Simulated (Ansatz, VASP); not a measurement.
# C: VASP beside Ansatz

```
C
1.0
     2.61782    0.00000    0.00000
    -1.30891    2.26710    0.00000
     0.00000    0.00000    4.35585
C
4
Direct
  0.33333 0.66667 0.06270
  0.66667 0.33333 0.56270
  0.33333 0.66667 0.43730
  0.66667 0.33333 0.93730
```

Alike in both runs: task single point; functional revPBE; k mesh 12 × 12 × 7; occupations fermi-dirac, width 0.05 eV; no spin polarisation.

```csv
,VASP,Ansatz
version,VASP 6.6.1,Ansatz 0.2.0
potentials or method,"VASP PAW PBE potentials, release 64 (C)","plane waves (420 eV) with PAW, scalar-relativistic"
plane-wave cutoff (eV),520,420
valence electrons in the cell,16,16
```

Ansatz gave:

* gap on the k mesh at the Fermi level (eV): 3.77

Which values does VASP return?

gap on the k mesh at the Fermi level (eV): 3.75.

With one functional, cell and mesh, what is left measures potentials, basis and numerics.

Caveats: an odd mesh through Γ misses points on the zone boundary, where band edges often lie. As with any semilocal functional, this revPBE gap is likely too small.
